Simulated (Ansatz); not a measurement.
Na2S: computed properties

All numbers below come from DFT PBE, scalar-relativistic, plane waves, PAW (Ansatz 0.2.0).

Plane waves to 420 eV, a k mesh through Γ of 8×8×8 on the computed 3-atom cell and Gaussian smearing (0.02 eV); no spin polarisation.

The structure is relaxed at this level of theory with its symmetry kept.

The structure is cubic, space group Fm-3m (No. 225). Conventional cell: a = 6.568 Å, b = 6.568 Å, c = 6.568 Å, α = 90.00°, β = 90.00°, γ = 90.00°. Na (site symmetry -43m) is surrounded by 4 S at 2.84 Å. S (site symmetry m-3m) has 8 Na at 2.84 Å as nearest neighbours.

```json
{
  "Volume per atom": "159.3 bohr³",
  "Formation energy from the elements' standard states (uncorrected)": "-1.084 eV/atom",
  "Kohn–Sham band gap": "2.45 eV, direct at Γ",
  "Löwdin character of the top 1 eV of the valence band": "S 3p 94 %",
  "Löwdin character of the lowest 1 eV of the conduction band": "Na 3s 62 %, S 3s 22 %, S 3p 14 %",
  "Electron masses at the edge by Cartesian direction of the standard setting (m_e; degenerate bands sorted by energy; no spin-orbit coupling)": "x: 0.29; y: 0.29; z: 0.29",
  "Hole masses at the edge by Cartesian direction of the standard setting (m_e; degenerate bands sorted by energy; no spin-orbit coupling)": "x: 2.8, 2.8, 0.43; y: 2.8, 2.8, 0.43; z: 2.8, 2.8, 0.43",
  "Bulk modulus": "28.1 GPa",
  "Its pressure derivative": "4.3",
  "Electronic dielectric constant xx, yy, zz of the standard setting (independent particles)": "3.8, 3.8, 3.8",
  "Bader charges (e)": "Na (2 in the cell) 0.81, S (1 in the cell) -1.62"
}
```

Cost: 12 runs of about 1.3 core-minutes in all, on Arm Neoverse V1 (shared hosts).